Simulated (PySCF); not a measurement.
Atoms are numbered as in `[cH:1]1[cH:2][cH:3][n:4][cH:5][cH:6]1`; H(Xn) means a hydrogen on atom n.

Geometry: PBE0-D3(BJ)/def2-SVP; GIAO absolute shieldings from PySCF 2.14, gas phase, non-relativistic, averaged over equivalent atoms.

At PBE0/def2-SVP (109 basis functions, 6.5 s wall time on 1 thread of an Arm Neoverse V2, shared host):
| atoms | σ (ppm) |
| --- | --- |
| C3/C5 | 45.9 |
| C1 | 61.0 |
| C2/C6 | 72.2 |
| N4 | -70.6 |
| H(C3)/H(C5) | 22.82 |
| H(C1) | 23.89 |
| H(C2)/H(C6) | 24.31 |

Estimate the result of repeating the calculation with LDA/pcSseg-2.

Results:


```
      atoms  σ at LDA/pcSseg-2  change
      C3/C5               15.9   -30.0
         C1               33.2   -27.8
      C2/C6               44.0   -28.2
         N4             -111.4   -40.8
H(C3)/H(C5)              21.76   -1.06
      H(C1)              22.99   -0.90
H(C2)/H(C6)              23.36   -0.95
```

The largest change is at N4 (pyridine-type ring nitrogen). Cost: 286 basis functions, 54 s wall time on 1 thread of an x86-64 server CPU, shared host. The order of the carbon signals is the same at both levels.
